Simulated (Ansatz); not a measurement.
# TiSi: the cost of one run

Method: DFT PBEsol, scalar-relativistic, plane waves, PAW, in Ansatz 0.2.0.

2 further runs of the same task are left out: 2 set aside as unsound or not needed.

## 1. The structure to begin with

The structure is orthorhombic, space group Cmmm (No. 65). The conventional cell has a = 3.601 Å, b = 4.143 Å, c = 3.789 Å, α = 90.00°, β = 90.00°, γ = 90.00°. Ti (site symmetry mmm) is surrounded by 8 Si at 2.61 to 2.81 Å and 4 Ti at 2.74 Å. Si (site symmetry mmm) has 8 Ti at 2.61 to 2.81 Å and 4 Si at 2.74 Å in its first shell of neighbours.

Coordinates:

```cif
data_structure
_symmetry_space_group_name_H-M 'P 1'
_symmetry_Int_Tables_number 1
_cell_length_a 3.6008
_cell_length_b 7.5786
_cell_length_c 4.1429
_cell_angle_alpha 90.000
_cell_angle_beta 90.000
_cell_angle_gamma 90.000
_cell_volume 113.05
loop_
_atom_site_label
_atom_site_type_symbol
_atom_site_fract_x
_atom_site_fract_y
_atom_site_fract_z
_atom_site_occupancy
Ti1 Ti 0.00000 0.50000 0.05076 1
Ti2 Ti 0.50000 0.50000 0.55074 1
Ti3 Ti 0.50000 0.00000 0.55075 1
Ti4 Ti 0.00000 0.00000 0.05075 1
Si1 Si 0.00000 0.75000 0.55075 1
Si2 Si 0.00000 0.25000 0.55075 1
Si3 Si 0.50000 0.25000 0.05075 1
Si4 Si 0.50000 0.75000 0.05075 1
```

This cell was relaxed beforehand with the same method: volume 14.13 Å³/atom, gap on the mesh none (metal).

## 2. The reference: the undisturbed cell on the scan's mesh

File input.yaml:

```yaml
crystal:
  lattice:
    - [3.6007916974, 0.0, 0.0]
    - [0.0, 7.5785649948, 0.0]
    - [0.0, 0.0, 4.1428982088]
  atoms:
    - { symbol: Ti, position: [0.0, 0.5, 0.0507574426] }
    - { symbol: Ti, position: [0.5, 0.5, 0.550743494] }
    - { symbol: Ti, position: [0.5, 0.0, 0.5507465113] }
    - { symbol: Ti, position: [0.0, 0.0, 0.0507528499] }
    - { symbol: Si, position: [0.0, 0.7499993725, 0.5507483873] }
    - { symbol: Si, position: [0.0, 0.2500006275, 0.5507483873] }
    - { symbol: Si, position: [0.5, 0.2499997041, 0.0507514639] }
    - { symbol: Si, position: [0.5, 0.7500002959, 0.0507514639] }
basis:
  ecutwfc: 420
kpoints:
  mp_grid: { grid: [10, 6, 8] }
hamiltonian:
  xc: pbesol
scf:
  occupations: { method: gaussian, width: 0.15 }
output:
  forces: true
  stress: true
  eigenvalues: true
  write_density: true
  write_potential: true
  elf: true
  volumetric_format: npy
```

Started as:

```
> ansatz run input.yaml --threads 2 --pin off --max-ram 5120MiB --backend cpu --events-out ev --progress --plain --runs-dir out
```

Q: Estimate wall time and peak memory on 2 threads of AMD EPYC 7R43 (Zen 3), shared host.

About 31 s, with a peak of 0.7 GiB.
